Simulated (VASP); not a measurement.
# LiCl (P1) in VASP: a series of runs, part 2 of 3

VASP 6.6.1.

## 3. Single point, PBEsol (cell strained at random at fixed volume)

INCAR

```
  PREC = Accurate
  ENCUT = 520
  EDIFF = 1E-6
  ISMEAR = 0
  SIGMA = 0.01
  LREAL = F
  LASPH = T
  NELM = 80
  ALGO = Fast
  ISIF = 2
  LWAVE = F
  LCHARG = F
  GGA = PS
  NBANDS = 12
```

KPOINTS

```
Automatic mesh
0
Gamma
  6 6 6
```

POSCAR

```
LiCl
1.0
    0.0168780000      2.5296190000      2.5447930000
    2.6223680000     -0.0219260000      2.5835960000
    2.5863050000      2.5323600000      0.0141370000
Cl Li
1 1
Direct
    0.5080836245      0.4893282376      0.4942966327
   -0.0412921552      0.0545120547      0.0291335559
```

Potentials or basis: VASP PAW PBE potentials, release 64 (Cl, Li_sv).

Started as:

```console
$ cat potpaw_PBE.64/Cl/POTCAR potpaw_PBE.64/Li_sv/POTCAR > POTCAR
$ mpirun -np 1 vasp_std > vasp.out
```

OUTCAR:

```text
PREC = Accurate
   ENCUT = 520
   EDIFF = 1E-6
   ISMEAR = 0
   LREAL = F
   LASPH = T
   NELM = 80
   ISIF = 2
   GGA = PS

 ion  position               nearest neighbor table
   1  0.508  0.489  0.494-   2 2.34   2 2.52   2 2.52   2 2.59   2 2.62
   2  0.959  0.055  0.029-   1 2.34   1 2.52   1 2.52   1 2.59   1 2.62

  LATTYP: Found a triclinic cell.
 ALAT       =     6.2722545718
 B/A-ratio  =     1.4078878410
 C/A-ratio  =     0.5814464818
 COS(alpha) =     0.0048469045
 COS(beta)  =     0.3002054070
 COS(gamma) =     0.9405781802

  Lattice vectors:

 A1 = (  -5.1557320000,  -2.5351010000,   2.5165190000)
 A2 = (  -5.1196690000,  -5.0893870000,   5.0859780000)
 A3 = (  -2.6054900000,   2.5515450000,  -0.0388030000)

Analysis of symmetry for initial positions (statically):
=====================================================================
 Subroutine PRICEL returns:
 Original cell was already a primitive cell.

 Routine SETGRP: Setting up the symmetry group for a
 triclinic supercell.

 Subroutine GETGRP returns: Found  1 space group operations
 (whereof  1 operations were pure point group operations)
 out of a pool of  2 trial point group operations.

The static configuration has the point symmetry C_1 .

Analysis of symmetry for dynamics (positions and initial velocities):
=====================================================================
 Subroutine PRICEL returns:
 Original cell was already a primitive cell.

 Routine SETGRP: Setting up the symmetry group for a
 triclinic supercell.

 Subroutine GETGRP returns: Found  1 space group operations
 (whereof  1 operations were pure point group operations)
 out of a pool of  2 trial point group operations.

The dynamic configuration has the point symmetry C_1 .

 Subroutine INISYM returns: Found  1 space group operations
 (whereof  1 operations are pure point group operations),
 and found     1 'primitive' translations

----------------------------------------------------------------------------------------

                                     Primitive cell

  volume of cell :      33.7423

  direct lattice vectors                    reciprocal lattice vectors
     0.016878000  2.529619000  2.544793000    -0.193907869  0.196930472  0.198489116
     2.622368000 -0.021926000  2.583596000     0.189926688 -0.195047894  0.192625206
     2.586305000  2.532360000  0.014137000     0.195342432  0.196482458 -0.196606462

  length of vectors
     3.588206873  3.681339833  3.619671336     0.340264311  0.333497073  0.339732428

  position of ions in fractional coordinates (direct lattice)
     0.508083625  0.489328238  0.494296633
     0.958707845  0.054512055  0.029133556

  ion indices of the primitive-cell ions
   primitive index   ion index
                 1           1
                 2           2

----------------------------------------------------------------------------------------

 KPOINTS: Automatic mesh

Automatic generation of k-mesh.
 Grid dimensions read from file:
 generate k-points for:    6    6    6

 Generating k-lattice:
[... 41 lines left out ...]
  0.333333  0.000000  0.166667      2.000000
  0.500000 -0.000000  0.166667      2.000000
 [... further k-points ...]
   k-points           NKPTS =    112   k-points in BZ     NKDIM =    112   number of bands    NBANDS=     12
   number of dos      NEDOS =    301   number of ions     NIONS =      2
   total plane-waves  NPLWV =  21952
   dimension x,y,z NGX =    28 NGY =   28 NGZ =   28
   dimension x,y,z NGXF=    56 NGYF=   56 NGZF=   56
   ions per type =               1   1
   NGX,Y,Z   is equivalent  to a cutoff of  12.97, 12.64, 12.86 a.u.
   NGXF,Y,Z  is equivalent  to a cutoff of  25.95, 25.29, 25.72 a.u.
 SYSTEM =  unknown system
   PREC   = accura    normal or accurate (medium, high low for compatibility)
   ISTART =      0    job   : 0-new  1-cont  2-samecut
   ICHARG =      2    charge: 1-file 2-atom 10-const
   ISPIN  =      1    spin polarized calculation?
   LNONCOLLINEAR =      F non collinear calculations
   LSORBIT =      F    spin-orbit coupling
   LASPH  =      T    aspherical Exc in radial PAW
   ENCUT  =  520.0 eV  38.22 Ry    6.18 a.u.   6.67  6.84  6.73*2*pi/ulx,y,z
   NELM   =     80;   NELMIN=  2; NELMDL= -5     # of ELM steps
   EDIFF  = 0.1E-05   stopping-criterion for ELM
   LREAL  =      F    real-space projection
   EDIFFG = 0.1E-04   stopping-criterion for IOM
   NSW    =      0    number of steps for IOM
   IBRION =     -1    ionic relax: 0-MD 1-quasi-New 2-CG
   NFREE  =      0    steps in history (QN), initial steepest desc. (CG)
   ISIF   =      2    stress and relaxation
   ISYM   =      2    0-nonsym 1-usesym 2-fastsym
   POTIM  = 0.5000    time-step for ionic-motion
   TEBEG  =    0.0;   TEEND  =   0.0 temperature during run
   PSTRESS=    0.0 pullay stress
   NELECT =      10.0000    total number of electrons
   NUPDOWN=      -1.0000    fix difference up-down
   EMIN   =  10.00;   EMAX   =-10.00  energy-range for DOS
   EFERMI =   0.00;   METHOD = LEGACY
   ISMEAR =     0;   SIGMA  =   0.01  broadening in eV -4-tet -1-fermi 0-gaus
   EFERMI_NEDOS =   21; number of points for ismear=-14 and -15
   IALGO  =     68    algorithm
   IMIX   =      4    mixing-type and parameters
     AMIX     =   0.40;   BMIX     =  1.00
     AMIX_MAG =   1.60;   BMIX_MAG =  1.00
  volume/ion in A,a.u.               =      16.87       113.85
  Fermi-wavevector in a.u.,A,eV,Ry     =   1.091482  2.062601 16.209058  1.191332
  Thomas-Fermi vector in A             =   2.227728
   LORBIT       =      0    0 simple, 1 ext, 2 COOP (PROOUT), +10 PAW based schemes
   GGA     = PS    functional components
   LHFCALC =     F    Hartree Fock is set to
   AEXX    =    0.0000 exact exchange contribution
   IVDW    =     0    specifies the selected vdW correction
   LEPSILON=     F    determine dielectric tensor
   LRPA    =     F    only Hartree local field effects (RPA)
 non-spin polarized calculation
 RMM-DIIS sequential band-by-band and
 Gauss-broadening in eV      SIGMA  =   0.01
  energy-cutoff  :      520.00
  volume of cell :       33.74
 maximum number of plane-waves:       922
   NGX = 13   NGY = 13   NGZ = 13

 number of electron      10.0000000 magnetization

 Free energy of the ion-electron system (eV)
  ---------------------------------------------------
  ext. energy  EPLUGINS =         0.00000000
  ---------------------------------------------------
  free energy    TOTEN  =        -7.60745779 eV

  energy without entropy =       -7.60745779  energy(sigma->0) =       -7.60745779

 E-fermi :   0.6404     XC(G=0):  -8.8943

 val. band max:        0.5670993044   @ k =   0.0000   0.0000   0.0000
 cond. band min:       6.6369838747   @ k =   0.0000   0.0000   0.0000
 fundamental gap:      6.0698845704
 Fermi energy:         0.6403819882

 k-point     1 :       0.0000    0.0000    0.0000
  band No.  band energies     occupation
      1     -42.2389      2.00000
      2     -12.8756      2.00000
      3       0.4482      2.00000
      4       0.5154      2.00000
      5       0.5671      2.00000
      6       6.6370      0.00000
      7      11.8886      0.00000
      8      12.1673      0.00000
      9      12.4006      0.00000
     10      14.0410      0.00000
     11      15.1857      0.00000
     12      15.4459      0.00000
[... 331 lines left out ...]
 k-point    24 :       0.5000   -0.0000    0.1667
  band No.  band energies     occupation
      1     -42.2354      2.00000
      2     -12.2241      2.00000
      3      -2.1271      2.00000
      4      -0.4065      2.00000
      5      -0.0884      2.00000
      6       8.0234      0.00000
      7       9.6868      0.00000
      8      10.9312      0.00000
      9      12.3181      0.00000
     10      15.5670      0.00000
     11      17.7823      0.00000
     12      18.9280      0.00000

 [... further k-points ...]

------------------------ aborting loop because EDIFF is reached ----------------------------------------

  FORCE on cell =-STRESS in cart. coord.  units (eV):
  Direction    XX          YY          ZZ          XY          YZ          ZX
  --------------------------------------------------------------------------------------
  -------------------------------------------------------------------------------------
  Total        0.1784819     -0.2343820     -0.2661680      0.0423714      0.0515368     -0.0996262
  in kB        8.4748008    -11.1290912    -12.6383725      2.0119090      2.4471042     -4.7305185
  external PRESSURE =      -5.0975543 kB  Pullay stress =       0.0000000 kB

 VOLUME and BASIS-vectors are now :
 -----------------------------------------------------------------------------
  energy-cutoff  :      520.00
  volume of cell :       33.74
      direct lattice vectors                 reciprocal lattice vectors
     0.016878000  2.529619000  2.544793000    -0.193907869  0.196930472  0.198489116
     2.622368000 -0.021926000  2.583596000     0.189926688 -0.195047894  0.192625206
     2.586305000  2.532360000  0.014137000     0.195342432  0.196482458 -0.196606462

 POSITION                                       TOTAL-FORCE (eV/Angst)
 -----------------------------------------------------------------------------------
      2.57018      2.52627      2.56418         0.233150     -0.026521      0.024977
      0.23448      2.49775      2.58096        -0.233150      0.026521     -0.024977
 -----------------------------------------------------------------------------------
    total drift:                               -0.000707      0.000267     -0.000423

  FREE ENERGIE OF THE ION-ELECTRON SYSTEM (eV)
  ---------------------------------------------------
  free  energy   TOTEN  =        -7.6074577865 eV

  energy  without entropy=       -7.6074577865  energy(sigma->0) =       -7.60745779
```

OSZICAR:

```text
N       E                     dE             d eps       ncg     rms          rms(c)
DAV:   1     0.418523664523E+02    0.41852E+02   -0.41181E+03  2688   0.754E+02
DAV:   2    -0.451072401652E+01   -0.46363E+02   -0.44575E+02  3360   0.143E+02
DAV:   3    -0.756047671076E+01   -0.30498E+01   -0.30366E+01  3908   0.376E+01
DAV:   4    -0.766988095499E+01   -0.10940E+00   -0.10937E+00  3624   0.658E+00
DAV:   5    -0.767125131185E+01   -0.13704E-02   -0.13703E-02  3836   0.724E-01    0.230E+00
RMM:   6    -0.760696962647E+01    0.64282E-01   -0.68998E-02  3292   0.133E+00    0.157E+00
RMM:   7    -0.760548582576E+01    0.14838E-02   -0.38951E-02  3712   0.108E+00    0.752E-01
RMM:   8    -0.760727720462E+01   -0.17914E-02   -0.35530E-03  4110   0.495E-01    0.108E-01
RMM:   9    -0.760737906149E+01   -0.10186E-03   -0.12991E-03  4592   0.256E-01    0.413E-02
RMM:  10    -0.760743156488E+01   -0.52503E-04   -0.36777E-04  4656   0.136E-01    0.268E-02
RMM:  11    -0.760744733051E+01   -0.15766E-04   -0.13405E-04  4705   0.778E-02    0.161E-02
RMM:  12    -0.760745441427E+01   -0.70838E-05   -0.62733E-05  4808   0.484E-02    0.440E-03
RMM:  13    -0.760745711130E+01   -0.26970E-05   -0.18241E-05  4417   0.266E-02    0.304E-03
RMM:  14    -0.760745778649E+01   -0.67519E-06   -0.73156E-06  3825   0.176E-02
   1 F= -.76074578E+01 E0= -.76074578E+01  d E =-.124117E-27
```

stdout:

```text
POSCAR found type information on POSCAR ClLi
 POSCAR found :  2 types and       2 ions
 scaLAPACK will be used
 -----------------------------------------------------------------------------
|                                                                             |
|                                                                             |
|     You enforced a specific xc type in the INCAR file but a different       |
|     I HOPE YOU KNOW WHAT YOU ARE DOING!                                     |
|                                                                             |
 -----------------------------------------------------------------------------

 LDA part: xc-table for (Slater+PW92), standard interpolation
 POSCAR, INCAR and KPOINTS ok, starting setup
 FFT: planning ... GRIDC
 FFT: planning ... GRID_SOFT
 FFT: planning ... GRID
 WAVECAR not read
 entering main loop
```

Wall time 70 s (1 thread of Intel Xeon Platinum 8375C at 2.90GHz (Ice Lake), shared host); peak memory 0.17 GiB.

What came out:

* Free energy: -7.6075 eV
* Largest force: 0.236 eV/Å
* Band gap on the k mesh: 6.07 eV, direct

Forces in eV/Å, atoms in the order of the input:
```
Cl   0.233 -0.027  0.025
Li  -0.233  0.027 -0.025
```

Levels at points of the mesh, in eV from the valence-band top:
| k point | band 1 | band 2 | band 3 | band 4 | band 5 | band 6 | band 7 | band 8 | band 9 | band 10 |
| --- | --- | --- | --- | --- | --- | --- | --- | --- | --- | --- |
| (0.00, 0.00, 0.00) | -42.81 | -13.44 | -0.12 | -0.05 | 0.00 | 6.07 | 11.32 | 11.60 | 11.83 | 13.47 |
| (0.50, 0.00, 0.00) | -42.80 | -12.85 | -2.91 | -0.43 | -0.32 | 6.52 | 9.28 | 9.48 | 12.83 | 16.13 |
| (0.00, 0.50, 0.00) | -42.80 | -12.90 | -2.93 | -0.34 | -0.23 | 6.67 | 9.53 | 9.57 | 12.53 | 16.36 |
| (0.50, 0.50, 0.00) | -42.80 | -12.61 | -3.00 | -1.22 | -1.14 | 7.62 | 7.90 | 12.25 | 14.14 | 14.40 |
| (0.00, 0.00, 0.50) | -42.80 | -12.86 | -2.91 | -0.45 | -0.29 | 6.52 | 9.31 | 9.54 | 12.87 | 16.05 |
| (0.50, 0.00, 0.50) | -42.80 | -12.61 | -2.99 | -1.27 | -1.12 | 7.56 | 7.92 | 12.35 | 14.17 | 14.29 |
| (0.00, 0.50, 0.50) | -42.80 | -12.65 | -3.00 | -1.17 | -1.08 | 7.68 | 8.12 | 12.36 | 14.04 | 14.15 |
| (0.50, 0.50, 0.50) | -42.80 | -12.87 | -2.92 | -0.37 | -0.29 | 6.58 | 9.40 | 9.53 | 12.72 | 16.16 |

Caveat: the cutoff is under 1.25 times the usual one of these potentials, so pressure, stress and relaxed cells hold a basis-set (Pulay) error; the PAW data sets were made with another functional, which shifts forces and pressure a little.

## 4. Single point, PBEsol (cell strained at random at fixed volume)

INCAR

```
PREC     = Accurate       # precision mode
ENCUT    = 520            # plane-wave cutoff, eV
EDIFF    = 1E-6           # SCF threshold, eV
ISMEAR   = 0              # smearing method
SIGMA    = 0.01           # smearing width, eV
LREAL    = F              # projectors in reciprocal space
LASPH    = T              # aspherical terms in the spheres
NELM     = 100            # most SCF steps
ALGO     = Normal         # electronic algorithm
ISIF     = 2              # what is computed and relaxed
LWAVE    = F              # write WAVECAR
LCHARG   = F              # write CHGCAR
GGA      = PS             # functional
NBANDS   = 12             # bands
```

KPOINTS is that of step 3.

POSCAR

```
LiCl
1.0
    0.0168780000      2.5296190000      2.5447930000
    2.6223680000     -0.0219260000      2.5835960000
    2.5863050000      2.5323600000      0.0141370000
Cl Li
1 1
Direct
    0.5109897665      0.4854278609      0.4922783763
   -0.0561365957      0.0744363356      0.0394423740
```

Started as:

```console
$ cat potpaw_PBE.64/Cl/POTCAR potpaw_PBE.64/Li_sv/POTCAR > POTCAR
$ mpirun -np 1 vasp_std > vasp.out
```

Wall time 63 s (1 thread of Intel Xeon Platinum 8375C at 2.90GHz (Ice Lake), shared host); peak memory 0.17 GiB.

Results (log left out):

- Free energy: -7.5754 eV
- Largest force: 0.451 eV/Å
- Band gap on the k mesh: 6.05 eV, direct

Forces in eV/Å, atoms in the order of the input:
```
Cl   0.449 -0.028  0.026
Li  -0.449  0.028 -0.026
```

Levels at points of the mesh, in eV from the valence-band top:
| k point | band 1 | band 2 | band 3 | band 4 | band 5 | band 6 | band 7 | band 8 | band 9 | band 10 |
| --- | --- | --- | --- | --- | --- | --- | --- | --- | --- | --- |
| (0.00, 0.00, 0.00) | -42.76 | -13.45 | -0.15 | -0.06 | 0.00 | 6.05 | 11.15 | 11.40 | 11.84 | 13.32 |
| (0.50, 0.00, 0.00) | -42.76 | -12.86 | -2.90 | -0.48 | -0.32 | 6.57 | 9.37 | 9.57 | 12.80 | 15.87 |
| (0.00, 0.50, 0.00) | -42.76 | -12.91 | -2.93 | -0.40 | -0.23 | 6.73 | 9.57 | 9.62 | 12.45 | 16.17 |
| (0.50, 0.50, 0.00) | -42.76 | -12.63 | -2.99 | -1.19 | -1.17 | 7.54 | 7.80 | 12.26 | 14.42 | 14.66 |
| (0.00, 0.00, 0.50) | -42.76 | -12.87 | -2.91 | -0.49 | -0.30 | 6.57 | 9.45 | 9.61 | 12.88 | 15.74 |
| (0.50, 0.00, 0.50) | -42.76 | -12.62 | -2.99 | -1.26 | -1.14 | 7.46 | 7.85 | 12.35 | 14.39 | 14.61 |
| (0.00, 0.50, 0.50) | -42.76 | -12.67 | -2.99 | -1.17 | -1.08 | 7.63 | 8.13 | 12.58 | 14.10 | 14.20 |
| (0.50, 0.50, 0.50) | -42.76 | -12.88 | -2.92 | -0.42 | -0.30 | 6.63 | 9.46 | 9.63 | 12.69 | 15.92 |

Caveat: the cutoff is under 1.25 times the usual one of these potentials, so pressure, stress and relaxed cells hold a basis-set (Pulay) error; the PAW data sets were made with another functional, which shifts forces and pressure a little.

## 5. Molecular dynamics, PBEsol (cell strained at random at fixed volume)

INCAR

```
SYSTEM = LiCl
ALGO = Normal
EDIFF = 1E-5
ENCUT = 520
GGA = PS
IBRION = 0
ISIF = 2
ISMEAR = 0
ISYM = 0
LASPH = .True.
LCHARG = .False.
LREAL = .False.
LWAVE = .False.
MDALGO = 2
NELM = 80
NELMIN = 4
NSW = 20
POTIM = 1.0
PREC = Accurate
RANDOM_SEED = 633 0 0
SIGMA = 0.01
SMASS = 0
TEBEG = 900.0
TEEND = 900.0
```

KPOINTS

```
k-points
0
Gamma
  6 6 6
  0 0 0
```

POSCAR

```
LiCl
1.0
    0.0168780000      2.5296190000      2.5447930000
    2.6223680000     -0.0219260000      2.5835960000
    2.5863050000      2.5323600000      0.0141370000
Cl Li
1 1
Direct
    0.5000000000      0.5000000000      0.5000000000
    0.0000000000      0.0000000000      0.0000000000
```

Started as:

```console
$ cat potpaw_PBE.64/Cl/POTCAR potpaw_PBE.64/Li_sv/POTCAR > POTCAR
$ mpirun -np 1 vasp_std > vasp.out
```

Run time: 3.9 min. Hardware: 1 thread of Intel Xeon Platinum 8375C at 2.90GHz (Ice Lake), shared host; peak memory 0.21 GiB.

Step by step:
| step | potential energy change (eV) | largest force (eV/Å) | pressure (GPa) | volume (Å³) | temperature (K) |
| --- | --- | --- | --- | --- | --- |
| 1 | 0.0000 | 0.0000 | -1.27 | 33.74 | 900 |
| 2 | 0.0001 | 0.0159 | -1.28 | 33.74 | 899 |
| 3 | 0.0006 | 0.0307 | -1.26 | 33.74 | 895 |
| 4 | 0.0013 | 0.0458 | -1.24 | 33.74 | 890 |
| 5 | 0.0024 | 0.0629 | -1.21 | 33.74 | 882 |
| 6 | 0.0038 | 0.0804 | -1.17 | 33.74 | 872 |
| 7 | 0.0055 | 0.0999 | -1.12 | 33.74 | 860 |
| 8 | 0.0076 | 0.1205 | -1.06 | 33.74 | 846 |
| 9 | 0.0101 | 0.1425 | -0.99 | 33.74 | 831 |
| 10 | 0.0129 | 0.1666 | -0.91 | 33.74 | 813 |
| 11 | 0.0162 | 0.1927 | -0.82 | 33.74 | 794 |
| 12 | 0.0200 | 0.2211 | -0.72 | 33.74 | 774 |
| 13 | 0.0243 | 0.2528 | -0.62 | 33.74 | 753 |
| 14 | 0.0291 | 0.2867 | -0.50 | 33.74 | 730 |
| 15 | 0.0344 | 0.3234 | -0.37 | 33.74 | 705 |
| 16 | 0.0403 | 0.3629 | -0.24 | 33.74 | 680 |
| 17 | 0.0467 | 0.4055 | -0.10 | 33.74 | 653 |
| 18 | 0.0537 | 0.4510 | 0.06 | 33.74 | 625 |
| 19 | 0.0614 | 0.4992 | 0.22 | 33.74 | 596 |
| 20 | 0.0696 | 0.5499 | 0.38 | 33.74 | 566 |

Caveat: the cutoff is under 1.25 times the usual one of these potentials, so pressure, stress and relaxed cells hold a basis-set (Pulay) error; the PAW data sets were made with another functional, which shifts forces and pressure a little.

(Continued in part 3 of 3.)
